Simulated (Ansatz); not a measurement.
Born–Oppenheimer molecular dynamics of a periodic cell of 16 atoms, AlP (start crystal AlP, start structure F-43m, volume 1 times the crystal's). It starts from a structure without forces on its atoms.

These are results of DFT PBEsol, scalar-relativistic, plane waves, PAW (Ansatz), not measurements. Settings: accuracy low, cutoff 420 eV, k mesh 2x2x2, fermi-dirac smearing 0.1 eV, no spin polarisation.

```
ensemble        : NVT, Langevin thermostat
time step       : 2 fs
steps asked     : 110
set temperature : 900 K
friction        : 0.02 /fs
seed            : 500480
```

First frame:

```xyz
16
Lattice="0.0000 5.4730 5.4730 5.4730 0.0000 5.4730 5.4730 5.4730 0.0000" Properties=species:S:1:pos:R:3
Al 0.000 0.000 0.000
P 4.105 4.105 4.105
Al 2.736 2.736 0.000
P 6.841 6.841 4.105
Al 2.736 0.000 2.736
P 6.841 4.105 6.841
Al 5.473 2.736 2.736
P 9.578 6.841 6.841
Al 0.000 2.736 2.736
P 4.105 6.841 6.841
Al 2.736 5.473 2.736
P 6.841 9.578 6.841
Al 2.736 2.736 5.473
P 6.841 6.841 9.578
Al 5.473 5.473 5.473
P 9.578 9.578 9.578
```

Problem. What does the run give?

Solution. The run went to its last step.

* steps done: 110
* time covered: 220 fs
* mean temperature over the second half: 882 K
* spread of the potential energy over the second half: 12.0 meV per atom
* mean potential energy of the second half above the start: 111.3 meV per atom

A run of 0.22 ps of so small a system gives no equilibrium averages. Limits of this set-up: low accuracy level.

Problem. What happens to the structure?

Solution. Mean squared displacements from the first frame to the last, about the centre of mass: Al 0.05 Å², P 0.07 Å². The details hang on the random start.

Problem. How do temperature and energy run in time?

Solution. 
```json
{"time (fs)": "0.0", "T (K)": "844", "potential energy less start (eV)": "0.000"}
{"time (fs)": "10.0", "T (K)": "601", "potential energy less start (eV)": "0.633"}
{"time (fs)": "20.0", "T (K)": "282", "potential energy less start (eV)": "1.352"}
{"time (fs)": "30.0", "T (K)": "730", "potential energy less start (eV)": "1.007"}
{"time (fs)": "40.0", "T (K)": "833", "potential energy less start (eV)": "0.858"}
{"time (fs)": "50.0", "T (K)": "632", "potential energy less start (eV)": "1.164"}
{"time (fs)": "60.0", "T (K)": "787", "potential energy less start (eV)": "1.055"}
{"time (fs)": "70.0", "T (K)": "730", "potential energy less start (eV)": "0.950"}
{"time (fs)": "80.0", "T (K)": "903", "potential energy less start (eV)": "1.176"}
{"time (fs)": "90.0", "T (K)": "831", "potential energy less start (eV)": "1.775"}
{"time (fs)": "100.0", "T (K)": "780", "potential energy less start (eV)": "2.097"}
{"time (fs)": "110.0", "T (K)": "912", "potential energy less start (eV)": "1.955"}
{"time (fs)": "120.0", "T (K)": "856", "potential energy less start (eV)": "1.962"}
{"time (fs)": "130.0", "T (K)": "889", "potential energy less start (eV)": "2.006"}
{"time (fs)": "140.0", "T (K)": "872", "potential energy less start (eV)": "1.945"}
{"time (fs)": "150.0", "T (K)": "836", "potential energy less start (eV)": "2.015"}
{"time (fs)": "160.0", "T (K)": "878", "potential energy less start (eV)": "1.869"}
{"time (fs)": "170.0", "T (K)": "743", "potential energy less start (eV)": "1.634"}
{"time (fs)": "180.0", "T (K)": "1064", "potential energy less start (eV)": "1.549"}
{"time (fs)": "190.0", "T (K)": "1062", "potential energy less start (eV)": "1.629"}
{"time (fs)": "200.0", "T (K)": "791", "potential energy less start (eV)": "1.719"}
{"time (fs)": "210.0", "T (K)": "720", "potential energy less start (eV)": "1.565"}
{"time (fs)": "220.0", "T (K)": "825", "potential energy less start (eV)": "1.424"}
```

Time of the run: 8.1 min on 1 thread of Arm Neoverse V2 (shared host), peak memory 0.64 GiB.
